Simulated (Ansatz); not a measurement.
**Where Hf_Al puts its levels in the gap of AlN (F-43m)**

Aim: at which Fermi levels does Hf_Al in AlN (F-43m) change its charge? The model is a cell of 54 host atoms with 1 Al taken out and 1 Hf put in.

Main program and level: Ansatz 0.2.0; place-levels on r2SCAN runs: charge-transition levels and formation energies with image-charge correction and potential alignment at the atomic sites.

Most raw output is cut from this account.

## 1. Starting point

The cell holds 54 atoms: 26 Al, 27 N and 1 Hf. Cell: a = 9.270 Å, b = 9.270 Å, c = 9.270 Å, α = 60.0°, β = 60.0°, γ = 60.0°. It derives from AlN (space group F-43m). Nearest the centre at fractional (0.333, 0.667, 0.667): Hf35 at 0.00 Å, N30 at 1.89 Å, N34 at 1.89 Å, N18 at 1.89 Å, N36 at 1.89 Å, Al25 at 3.09 Å, Al17 at 3.09 Å, Al5 at 3.09 Å.

Coordinates:

```xyz
54
Lattice="0.0000 6.5546 6.5546 6.5546 0.0000 6.5546 6.5546 6.5546 0.0000" Properties=species:S:1:pos:R:3 pbc="T T T"
Al    0.0000    0.0000    0.0000
N     1.0924    1.0924    1.0924
Al    2.1849    2.1849    0.0000
N     3.2773    3.2773    1.0924
Al    4.3698    4.3698    0.0000
N     5.4622    5.4622    1.0924
Al    2.1849    0.0000    2.1849
N     3.2773    1.0924    3.2773
Al    4.3698    2.1849    2.1849
N     5.4622    3.2773    3.2773
Al    6.5546    4.3698    2.1849
N     7.6471    5.4622    3.2773
Al    4.3698    0.0000    4.3698
N     5.4622    1.0924    5.4622
Al    6.5546    2.1849    4.3698
N     7.6471    3.2773    5.4622
Al    8.7395    4.3698    4.3698
N     9.8320    5.4622    5.4622
Al    0.0000    2.1849    2.1849
N     1.0924    3.2773    3.2773
Al    2.1849    4.3698    2.1849
N     3.2773    5.4622    3.2773
Al    4.3698    6.5546    2.1849
N     5.4622    7.6471    3.2773
Al    2.1849    2.1849    4.3698
N     3.2773    3.2773    5.4622
Al    4.3698    4.3698    4.3698
N     5.4622    5.4622    5.4622
Al    6.5546    6.5546    4.3698
N     7.6471    7.6471    5.4622
Al    4.3698    2.1849    6.5546
N     5.4622    3.2773    7.6471
Al    6.5546    4.3698    6.5546
N     7.6471    5.4622    7.6471
Hf    8.7395    6.5546    6.5546
N     9.8320    7.6471    7.6471
Al    0.0000    4.3698    4.3698
N     1.0924    5.4622    5.4622
Al    2.1849    6.5546    4.3698
N     3.2773    7.6471    5.4622
Al    4.3698    8.7395    4.3698
N     5.4622    9.8320    5.4622
Al    2.1849    4.3698    6.5546
N     3.2773    5.4622    7.6471
Al    4.3698    6.5546    6.5546
N     5.4622    7.6471    7.6471
Al    6.5546    8.7395    6.5546
N     7.6471    9.8320    7.6471
Al    4.3698    4.3698    8.7395
N     5.4622    5.4622    9.8320
Al    6.5546    6.5546    8.7395
N     7.6471    7.6471    9.8320
Al    8.7395    8.7395    8.7395
N     9.8320    9.8320    9.8320
```

Known beforehand: the electronic dielectric constant, 4.64, and the static one, 8.52, computed on the host (DFPT, PBEsol, on the r2SCAN cell), and a cell off the functional's own equilibrium shifts the ionic part.

The cell's shortest repeat is 9.3 Å.

## 2. The runs of each charge state

A transition level is the Fermi level at which two charge states cost the same, so each charge needs its own total energy, at its own relaxed structure.

Random displacements of about 0.05 Å break the site symmetry at the start, so that the relaxation can reach a distorted minimum if there is one. Forces are taken at one point at (¼, ¼, ¼). The cell holds 1 electron more than the neutral one, with a uniform background that keeps it neutral on the whole.

The sampling was tested on the host first: at the k-points planned (1x1x1 shifted 0.25 0.25 0.25) its energy lies 0.045 eV an atom from the dense-mesh value, so the final energies take a denser sampling.

One state's input; the others differ in charge, spin, start and seed, and in occupations where the table says so.

File qm1.relax/input.yaml:

```yaml
crystal:
  lattice:
    - [0.0, 6.55463774, 6.55463774]
    - [6.55463774, 0.0, 6.55463774]
    - [6.55463774, 6.55463774, 0.0]
  atoms:
    - { symbol: Al, position: [0.0, 0.0, 0.0] }
    - { symbol: "N", position: [0.08333333, 0.08333333, 0.08333333] }
    - { symbol: Al, position: [0.0, 0.0, 0.33333333] }
    - { symbol: "N", position: [0.08333333, 0.08333333, 0.41666667] }
    - { symbol: Al, position: [0.0, 0.0, 0.66666667] }
    - { symbol: "N", position: [0.08333333, 0.08333333, 0.75] }
    - { symbol: Al, position: [0.0, 0.33333333, 0.0] }
    - { symbol: "N", position: [0.08333333, 0.41666667, 0.08333333] }
    - { symbol: Al, position: [0.0, 0.33333333, 0.33333333] }
    - { symbol: "N", position: [0.08333333, 0.41666667, 0.41666667] }
    - { symbol: Al, position: [0.0, 0.33333333, 0.66666667] }
    - { symbol: "N", position: [0.08333333, 0.41666667, 0.75] }
    - { symbol: Al, position: [0.0, 0.66666667, 0.0] }
    - { symbol: "N", position: [0.08333333, 0.75, 0.08333333] }
    - { symbol: Al, position: [0.0, 0.66666667, 0.33333333] }
    - { symbol: "N", position: [0.08333333, 0.75, 0.41666667] }
    - { symbol: Al, position: [0.0, 0.66666667, 0.66666667] }
    - { symbol: "N", position: [0.08333333, 0.75, 0.75] }
    - { symbol: Al, position: [0.33333333, 0.0, 0.0] }
    - { symbol: "N", position: [0.41666667, 0.08333333, 0.08333333] }
    - { symbol: Al, position: [0.33333333, 0.0, 0.33333333] }
    - { symbol: "N", position: [0.41666667, 0.08333333, 0.41666667] }
    - { symbol: Al, position: [0.33333333, 0.0, 0.66666667] }
    - { symbol: "N", position: [0.41666667, 0.08333333, 0.75] }
    - { symbol: Al, position: [0.33333333, 0.33333333, 0.0] }
    - { symbol: "N", position: [0.41666667, 0.41666667, 0.08333333] }
    - { symbol: Al, position: [0.33333333, 0.33333333, 0.33333333] }
    - { symbol: "N", position: [0.41666667, 0.41666667, 0.41666667] }
    - { symbol: Al, position: [0.33333333, 0.33333333, 0.66666667] }
    - { symbol: "N", position: [0.41666667, 0.41666667, 0.75] }
    - { symbol: Al, position: [0.33333333, 0.66666667, 0.0] }
    - { symbol: "N", position: [0.41666667, 0.75, 0.08333333] }
    - { symbol: Al, position: [0.33333333, 0.66666667, 0.33333333] }
    - { symbol: "N", position: [0.41666667, 0.75, 0.41666667] }
    - { symbol: Hf, position: [0.33333333, 0.66666667, 0.66666667] }
    - { symbol: "N", position: [0.41666667, 0.75, 0.75] }
    - { symbol: Al, position: [0.66666667, 0.0, 0.0] }
    - { symbol: "N", position: [0.75, 0.08333333, 0.08333333] }
    - { symbol: Al, position: [0.66666667, 0.0, 0.33333333] }
    - { symbol: "N", position: [0.75, 0.08333333, 0.41666667] }
    - { symbol: Al, position: [0.66666667, 0.0, 0.66666667] }
    - { symbol: "N", position: [0.75, 0.08333333, 0.75] }
    - { symbol: Al, position: [0.66666667, 0.33333333, 0.0] }
    - { symbol: "N", position: [0.75, 0.41666667, 0.08333333] }
    - { symbol: Al, position: [0.66666667, 0.33333333, 0.33333333] }
    - { symbol: "N", position: [0.75, 0.41666667, 0.41666667] }
    - { symbol: Al, position: [0.66666667, 0.33333333, 0.66666667] }
    - { symbol: "N", position: [0.75, 0.41666667, 0.75] }
    - { symbol: Al, position: [0.66666667, 0.66666667, 0.0] }
    - { symbol: "N", position: [0.75, 0.75, 0.08333333] }
    - { symbol: Al, position: [0.66666667, 0.66666667, 0.33333333] }
    - { symbol: "N", position: [0.75, 0.75, 0.41666667] }
    - { symbol: Al, position: [0.66666667, 0.66666667, 0.66666667] }
    - { symbol: "N", position: [0.75, 0.75, 0.75] }
  host:
    repeats: [3, 3, 3]
    atoms:
      - { symbol: Al, position: [0.0, 0.0, 0.0] }
      - { symbol: "N", position: [0.25, 0.25, 0.25] }
total_charge: -1
basis:
  ecutwfc: 500
  xc_grid: 2
hamiltonian:
  xc: r2scan
kpoints:
  mp_grid: { grid: [1, 1, 1], shift: [0.25, 0.25, 0.25] }
scf:
  occupations: { method: fixed }
  max_iter: 100
output:
  forces: true
  charged_corrections:
    epsilon: 4.64
    static_epsilon: 8.52
    defect_position: [0.333333, 0.666667, 0.666667]
relax:
  f_tol: 0.02
  max_steps: 80
  random_displacement: { amplitude: 0.05, seed: 5149 }
checkpoint:
  write: "../qm1.relax.run"
  compress: false
  write_wavefunctions: true
  write_every: 100000
```

The run is started by

```sh
ansatz run input.yaml --threads 4 --pin off --max-ram 7536MiB --backend cpu --events-out ev --progress --plain --runs-dir out
```

The relaxed structure is kept and the sampling changed to a 2×2×2 shifted mesh.

The run of this state that the levels use, under r2SCAN:

File qm1.point/input.yaml:

```yaml
crystal:
  checkpoint: "../qm1.relax.run"
  host: checkpoint
total_charge: -1
basis:
  ecutwfc: 500
  xc_grid: 2
hamiltonian:
  xc: r2scan
kpoints:
  mp_grid: { grid: [2, 2, 2], shift: [0.5, 0.5, 0.5] }
scf:
  occupations: { method: fermi_dirac, width: 0.01 }
  max_iter: 100
output:
  forces: true
  eigenvalues: true
  charged_corrections:
    epsilon: 4.64
    static_epsilon: 8.52
    defect_position: [0.333333, 0.666667, 0.666667]
  eigenstates: { localisation: true }
  populations: true
  band_densities: [{ bands: [v1, v1] }, { bands: [c1, c1] }]
  write_density: true
  write_potential: true
  volumetric_format: npy
  elf: true
checkpoint:
  read: "../qm1.relax.run"
  write: "../qm1.point.run"
  compress: false
  write_wavefunctions: false
  write_every: 100000
```

Relaxations under r2SCAN at one point at (¼, ¼, ¼); times on 4 threads of Arm Neoverse V1, shared host:

```csv
charge,moment (μB),occupations,outcome,steps,largest displacement against the far atoms (Å),time
−1,0,fixed,converged,17,0.18,2.6 min
0,1,fixed,converged,6,0.16,2.4 min
+1,0,fixed,converged,6,0.12,62 s
−1,2,fixed,converged,7,0.20,2.6 min
```

Single points under r2SCAN at a 2×2×2 shifted mesh; times on 4 threads of Arm Neoverse V1, shared host:

```csv
charge,moment (μB),occupations,outcome,time
−1,0,fermi-dirac,converged,52 s
0,1,fermi-dirac,converged,2 min
+1,0,fermi-dirac,converged,50 s
−1,2,fermi-dirac,converged,2 min
```

Distances (Å) from Hf35 to the nearest atoms after relaxation with r2SCAN:

```csv
charge,moment (μB),1.,2.,3.,4.,5.,6.
−1,0,N 2.02,N 2.03,N 2.03,N 2.17,Al 2.87,Al 2.87
−1,2,N 2.02,N 2.03,N 2.11,N 2.11,Al 2.98,Al 2.98
0,1,N 2.02,N 2.02,N 2.02,N 2.09,Al 2.99,Al 2.99
+1,0,N 2.01,N 2.01,N 2.01,N 2.02,Al 3.13,Al 3.13
```

## 3. Placing the levels, r2SCAN

A charged cell interacts with its images and the background, and its potential has another zero than the host's. place-levels removes the first by a point-charge model, screened by the static dielectric constant since the ions have relaxed around the charge, and the second by comparing potentials at atoms far from the defect.

The host is a run of the defect-free crystal in the same cutoffs, grids and k-points, so that basis and sampling errors cancel in part in the differences. The host is run in a cell of 2 atoms on a matching mesh. Its band edges are searched through the zone by a band path, so the gap is smaller than, or equal to, that on the mesh. Chemical potentials are energies per atom of Al (fcc) and Hf (hcp), run with the same functional and cutoff.

File levels.point.yaml:

```yaml
host:
  run: host.point.run
states: [qm1.point.run, q0_M1.point.run, qp1.point.run, qm1_M2.point.run]
geometry_from:
  qm1.point.run: qm1.relax.run
  q0_M1.point.run: q0_M1.relax.run
  qp1.point.run: qp1.relax.run
  qm1_M2.point.run: qm1_M2.relax.run
  host.point.run: host.relax.run
chemical_potentials:
  Al:
    energy: -540.416008
    dataset: <sha256 of the dataset>
  Hf:
    energy: -15733.062138
    dataset: <sha256 of the dataset>
epsilon: 4.64
static_epsilon: 8.52
vertical:
  - { from: qm1.point.run, to: qm1.point_neutral.run }
  - { from: qp1.point.run, to: qp1.point_neutral.run }
  - { from: qm1_M2.point.run, to: qm1_M2.point_neutral.run }
```

The run is started by

```sh
ansatz place-levels levels.point.yaml -- --threads 4 --pin off --max-ram 7536MiB
```

Wall time 0.48 s (4 threads of Arm Neoverse V1, shared host).

Under r2SCAN the gap is 3.93 eV, (+1/0) 3.85, (0/−1) 4.38 (outside the gap) (with band filling) eV.

Levels between the charges placed, in eV above the valence top:

```csv
,gap (eV),(+1/0),(0/−1)
r2SCAN,3.93,3.85,4.38
```

Corrections by state:

```csv
charge,moment (μB),image terms and alignment (eV),band filling (eV),ε used,"over the lowest of its charge, as the program ranks them, band filling apart (eV)"
+1,0.0,0.891,-,8.52,0.000
0,1.0,0.000,-,-,0.000
−1,2.0,-0.410,-0.083,8.52,0.000
−1,0.0,-0.421,-,8.52,0.059
```

The charged structures listed were also run neutral, and place-levels reads from each pair, by the potential or the spins, how wide the charge is by which they differ; that can be the carrier of either run.

```csv
charge,rms radius (Å),spread where it is widest against the cell (Å),wide from (Å),reading
+1,3.6,2.07,1.31,wide
−1,2.6,1.65,1.31,wide
```

The neutral runs of these pairs need not share the spin of the lowest neutral state, and very wide values only mean spread over the cell.

From the program's caveats on the states, each cut to its opening words:

- charge +1: it parts from the run at its places by a charge that spreads by about 2.1 Å along one vector (1.3 Å or more is wide), by its potential at epsilon 4.64, taken [...]
- charge 0 (1 μB): its alignment with the host at atomic sites is doubtful: the mean over the far sites moves by +0.0816 eV from their farther parts to their nearer, more than [...]
- charge 0 (1 μB), −1 (2 μB): flagged: stability check not made
- charge −1 (2 μB): it parts from the run at its places by a charge that spreads by about 1.7 Å along one vector (1.3 Å or more is wide), by its potential at epsilon 4.64, taken [...]
- charge −1 (2 μB): a band-filling correction moves a carrier to the host's band edge, which changes its energy by -0.083 eV
- charge −1 (2 μB): its alignment with the host at atomic sites is doubtful: the mean over the far sites moves by +0.1621 eV from their farther parts to their nearer, more than [...]
- charge −1: it parts from the run at its places by a charge that spreads by about 1.6 Å along one vector (1.3 Å or more is wide), by its potential at epsilon 4.64, taken [...]
- charge −1: its alignment with the host at atomic sites is doubtful: the mean over the far sites moves by +0.1418 eV from their farther parts to their nearer, more than [...]
- charge −1: the host's ions (past the first shell or, of a walk that freed a part, those that it held) aren't shown at rest: they stand up to 0.172 Å off their sites, 0.93 [...]

The host's formation energy from the elements is -1.604 eV per atom; it sets how far the chemical potentials can move.

Limit set by the element alone; other compounds of these elements are not counted. Chemical potentials from the elements' reference states: Al 0.00 eV, N -3.21 eV, Hf 0.00 eV. Formation energies (Al-rich), with the Fermi level at the valence top and at the conduction bottom (gap 3.93 eV):

```csv
charge,at valence top (eV),at conduction bottom (eV),correction included (eV)
+1,-1.45,2.48,0.89
0,2.41,2.41,0.00
−1,6.78,2.86,-0.49
```

(Fermi level (eV), lowest formation energy (eV)): (0.00, -1.45), (0.36, -1.09), (0.71, -0.73), (1.07, -0.38), (1.43, -0.02), (1.78, 0.34), (2.14, 0.70), (2.50, 1.05), (2.86, 1.41), (3.21, 1.77), (3.57, 2.12), (3.93, 2.41)

Limit set by the element alone; other compounds of these elements are not counted. Chemical potentials from the elements' reference states: N 0.00 eV, Al -3.21 eV, Hf 0.00 eV. Formation energy by charge state (N-rich; gap 3.93 eV):

```csv
charge,at valence top (eV),at conduction bottom (eV),correction included (eV)
+1,-4.65,-0.73,0.89
0,-0.80,-0.80,0.00
−1,3.57,-0.35,-0.49
```

```csv
Fermi level (eV),lowest formation energy (eV)
0.00,-4.65
0.36,-4.30
0.71,-3.94
1.07,-3.58
1.43,-3.23
1.78,-2.87
2.14,-2.51
2.50,-2.15
2.86,-1.80
3.21,-1.44
3.57,-1.08
3.93,-0.80
```

## 4. Effect of the sampling

The relaxations' own energies give the levels at their sampling, for comparison.

File levels.relax_mesh.yaml:

```yaml
host:
  run: host.relax.run
states: [qm1.relax.run, q0_M1.relax.run, qp1.relax.run, qm1_M2.relax.run]
chemical_potentials:
  Al:
    energy: -540.416008
    dataset: <sha256 of the dataset>
  Hf:
    energy: -15733.062138
    dataset: <sha256 of the dataset>
```

The run is started by

```sh
ansatz place-levels levels.relax_mesh.yaml -- --threads 4 --pin off --max-ram 7536MiB
```

Elapsed: 0.14 s, on 4 threads.

Levels between neighbouring charges, in eV above the valence top:

```csv
,gap (eV),(+1/0),(0/−1)
"one point at (¼, ¼, ¼)",3.88,3.93,4.36
a 2×2×2 shifted mesh,3.93,3.85,4.38
```

Going from one point at (¼, ¼, ¼) to a 2×2×2 shifted mesh moves the levels that carry no band-filling term by up to 0.08 eV and formation energies against the elements by up to 0.25 eV; band-filling terms, which differ between samplings, are in these energies.

## 5. Levels against the band edges, PBEsol

PBEsol on the same structure is run to see how far the result rests on the functional, though not on the errors that semilocal functionals share.

qm1.pbesol/input.yaml, as its differences from qm1.point/input.yaml of step 2:

```diff
@@ -5,6 +5,6 @@
 basis:
-  ecutwfc: 500
+  ecutwfc: 420
   xc_grid: 2
 hamiltonian:
-  xc: r2scan
+  xc: pbesol
 kpoints:
@@ -29,4 +29,3 @@
 checkpoint:
-  read: "../qm1.relax.run"
-  write: "../qm1.point.run"
+  write: "../qm1.pbesol.run"
   compress: false
```

Elapsed: 34 s, on 4 threads; peak memory 2.1 GiB; 2.2 min of CPU time.

File levels.pbesol.yaml:

```yaml
host:
  run: host.pbesol.run
  levels_from: { run: edges.pbesol.run }
states: [qm1.pbesol.run, q0_M1.pbesol.run, qp1.pbesol.run, qm1_M2.pbesol.run]
geometry_from:
  qm1.pbesol.run: qm1.relax.run
  q0_M1.pbesol.run: q0_M1.relax.run
  qp1.pbesol.run: qp1.relax.run
  qm1_M2.pbesol.run: qm1_M2.relax.run
  host.pbesol.run: host.relax.run
chemical_potentials:
  Al:
    energy: -524.553864
    dataset: <sha256 of the dataset>
  Hf:
    energy: -15598.026498
    dataset: <sha256 of the dataset>
```

The run is started by

```sh
ansatz place-levels levels.pbesol.yaml -- --threads 4 --pin off --max-ram 7536MiB
```

The job ended after 0.29 s (4 threads).

Under PBEsol the gap is 3.18 eV, (+1/0) 3.45 (outside the gap), (0/−1) 4.00 (outside the gap) (with band filling) eV.

## 6. Cost and result

Levels between neighbouring charges, in eV above each run's own valence top:

```csv
,gap (eV),(+1/0),(0/−1),CPU time a state at this stage (restarts are quicker than cold starts)
"r2SCAN, 2×2×2 shifted mesh",3.93,3.85,4.38,5.5 min
"PBEsol on r2SCAN structures, 2×2×2 shifted mesh",3.18,3.45,4.00,4.2 min
```

## 7. Outcome

```yaml
gap_of_the_host: 3.93 eV (r2SCAN)
level_plus_1_over_0: 3.85 eV above the valence top
level_0_minus_1: 4.38 eV above the valence top, past the conduction bottom (4.46 eV above the valence top without the band-filling term)
lowest_of_the_charges_placed_just_above_the_valence_top_0p02_ev: +1
lowest_of_the_charges_placed_just_below_the_conduction_bottom_0p02_ev: 0
lowest_formation_energy_at_mid_gap_of_the_charges_run_al_rich: 0.52 eV
lowest_formation_energy_at_mid_gap_of_the_charges_run_n_rich: -2.69 eV
```

In words: Of the charges placed (−1, 0 and +1), the lowest changes at 3.85 eV (+1/0) above the valence top, in a gap of 3.93 eV. (+1/0) lies nearer to a band edge than the share of the finite-size correction in it (0.89 eV), and that correction holds for a localised charge alone. (+1/0) lies 0.07 eV from a band edge, less than the doubt on such levels. Charges above +1 were not placed, so these runs say nothing of levels that involve them. States placed: +1 at 0 μB; 0 at 1 μB; −1 at 2 μB and 0 μB. Other spin states or structures, where not listed, weren't placed. The program finds carriers beyond a band edge of the host and adds a band-filling term at charge −1 (-0.08 eV); steps to such a charge show no bound level, and a defect level inside a band would be read the same way. Hf is taken at its element; compounds, which aren't counted here, bound the chemical potentials and would shift these formation energies. The lowest formation energy (N-rich) is negative across the gap, so the defect would form by itself: these chemical potentials lie beyond what competing compounds allow, or the host is unstable against it. Going from one point at (¼, ¼, ¼) to a 2×2×2 shifted mesh moves the levels that carry no band-filling term by up to 0.08 eV and formation energies against the elements by up to 0.25 eV; band-filling terms, which differ between samplings, are in these energies. The program doubts the alignment of potentials for at least one state, a sign that the cell is small. Keep in mind: r2SCAN makes the gap too small and tends to spread out bound carriers; where a gas molecule sets a chemical potential or the host's formation energy, its binding is uncorrected; spin–orbit coupling, which can matter with heavy atoms, is left out; force components of up to 0.46 eV/Å remain in a run at the final settings.

[Logs are printed without paths, hosts, clocks, repeated set-up lines and the standing remarks that a program may print on its own settings, such as how far it seeks lower states.]

[Hosts, paths, dates, database ids (printed as entryN), source tags and the programs' standing remarks are cut or masked in the printed files.]

[Where a table of states has a column of steps, it counts the stored structures, which are thinned; the runs took as many ionic steps or more.]

[A defect's name tells the site on which it was built; relaxed atoms can leave that site.]

[For some hosts the program warned that the k-mesh of the response run may be too coarse for force constants and the static dielectric constant; such warnings are not shown here.]
